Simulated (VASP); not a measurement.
Here is a VASP 6.6.1 calculation.

INCAR

```
SYSTEM = C
PREC = Accurate
ENCUT = 600
EDIFF = 1E-8
ISMEAR = 0
SIGMA = 0.02
LREAL = .False.
LASPH = .True.
NELM = 60
ALGO = Normal
ISIF = 2
LWAVE = .False.
LCHARG = .False.
LEPSILON = .True.
IBRION = 8
NSW = 1
```

The input KPOINTS:

```
regular mesh
0
Gamma
  16 16 10
  0 0 0
```

Contents of POSCAR:

```
C
1.0
    2.1303800000     -1.2299500000     -0.0056400000
    2.1303800000      1.2299500000     -0.0056400000
   -1.3903300000      0.0000000000      3.5706600000
C
2
Direct
    0.8333500000      0.8333500000      0.0000500000
    0.1666500000      0.1666500000      0.9999500000
```

Potentials or basis: VASP PAW LDA potentials, release 64 (C).

Run with:

```bash
$ cat potpaw_LDA.64/C/POTCAR > POTCAR
$ mpirun -np 1 vasp_std > vasp.out
```

(1) Predict the electronic dielectric tensor (diagonal).

(2) Estimate the Born charges (mean of the diagonal).

(3) What does it give for the highest phonon frequency at Γ?

## Answers

(1) 21.42, 21.37, 2.83.

(2) C +0.00 e.

(3) 1568 cm⁻¹.
